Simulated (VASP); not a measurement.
CdS (Hawleyite), 2 atoms in the cell. It takes space group F-43m (No. 216, cubic). The conventional cell has a = 5.833 Å, b = 5.833 Å, c = 5.833 Å, α = 90.00°, β = 90.00°, γ = 90.00°. Cd (site symmetry -43m) is surrounded by 4 S at 2.53 Å. S (site symmetry -43m) is surrounded by 4 Cd at 2.53 Å. 

```yaml
Program: VASP 6.6.1
Task: single point
Functional: PBE0
Dispersion: TS
Potentials_or_basis: VASP PAW PBE potentials, release 64 (Cd, S)
Cutoff: 520 eV
k_mesh: 4 × 4 × 4
Occupations: fermi-dirac, width 0.02 eV
Spin: no spin polarisation
Grid_for_exact_exchange_PRECFOCK: Fast
Exchange_at_q_=_0: truncated
Further_INCAR_settings: ALGO = Normal; EDIFF = 1.00e-06
```

Potentials or basis: VASP PAW PBE potentials, release 64 (Cd, S).

Launch:

```sh
$ python run.py
```

Hardware: 1 thread of AMD EPYC 9R45 96-Core Processor (Zen 5), with other jobs on the host.

**Question.** How long does it take, and how much memory?

**Answer.** It took 2.6 min on 1 thread of AMD EPYC 9R45 96-Core Processor (Zen 5), on a shared host, peak memory 0.15 GiB. Counts: scf iterations 19, k points 8.
